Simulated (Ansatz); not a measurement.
A series in temperature on W

Harmonic vibrational free energy, entropy and heat capacity at constant volume, per atom, from the force constants of a q mesh, imaginary modes left out; plane waves with PAW datasets, Gamma-centred k mesh. The results are calculated, by Ansatz 0.2.0.

Structure of every row (space group Im-3m, No. 229):
```
CELL_PARAMETERS angstrom
-1.60240 1.60240 1.60240
1.60240 -1.60240 1.60240
1.60240 1.60240 -1.60240
ATOMIC_POSITIONS crystal
W 0.00000 0.00000 0.00000
```

Settings of every row: functional PBE; dispersion none; spin none; wave cutoff 420 eV; k mesh 20x20x20; occupations fermi dirac; smearing width 0.15 eV; volume over rest 1.02; phonon method linear response; q mesh 2x2x2.

Limits: coarse q mesh; levels loosely converged; metal sensitive to the k mesh; the cell was measured well above room temperature; no spin-orbit coupling, which can matter with elements this heavy.

```csv
row,temperature (K),phonon heat capacity (kB/atom),phonon entropy (kB/atom),phonon free energy (meV/atom)
1,200,2.725,3.073,3.7
2,300,2.873,4.212,-28
3,400,2.928,5.047,-68
4,500,2.953,5.703,-114.5
5,600,?,?,?
6,700,2.976,6.701,-221.8
7,800,2.982,7.099,-281.3
8,900,2.985,7.45,-344
9,1000,2.988,7.765,-409.6
```

Question: what phonon heat capacity and phonon entropy should row 5 give?

Worked fit of phonon heat capacity. At high temperature a harmonic heat capacity falls short of its limit by a term in 1/T², so take t = (100 K / T)². The shown rows have t = 0.25, 0.11111, 0.0625, 0.04, 0.02041, 0.01562, 0.01235, 0.01. Least squares give phonon heat capacity = 2.9998 − 1.1722 × t + 0.292 × t² kB/atom; a straight line predicts inner rows, each left out in turn, worse (root mean square 0.0018 against 0.00043 kB/atom). All shown rows lie on it to the printed digit. The constant, 2.9998 kB/atom, is to be held against the harmonic limit of 3 k_B an atom. The withheld row has t = 0.02778, so the fit gives 2.9998 − 1.1722 × (0.02778) + 0.292 × (0.02778)² = 2.967 kB/atom.

The calculation gave 2.967 kB/atom. The fit meets it to the printed digit.

Worked fit of phonon entropy. Entropy rises as the heat capacity times the change of ln T, so take t = ln(T / 300 K). The shown rows have t = -0.4055, 0, 0.2877, 0.5108, 0.8473, 0.9808, 1.0986, 1.204. Least squares give phonon entropy = 4.219 + 2.86403 × t + 0.07057 × t² kB/atom; a straight line predicts inner rows, each left out in turn, worse (root mean square 0.017 against 0.0053 kB/atom). The rows lie off it by 0.004, -0.007, -0.002, 0.003, 0.005, 0.003, -0.001, -0.005 (root mean square 0.0042 kB/atom), a smooth pattern that one more power would take up: the form is only approximate. The slope at t = 0, 2.86 kB/atom, estimates the heat capacity at 300 K. The withheld row has t = 0.6931, so the fit gives 4.219 + 2.86403 × (0.6931) + 0.07057 × (0.6931)² = 6.238 kB/atom.

The calculation gave 6.243 kB/atom. The fit lies 0.005 kB/atom (0.11 % of the column's range) below it; its largest miss of a shown row is 0.007 kB/atom.

The other values of row 5: phonon free energy -166 meV/atom.
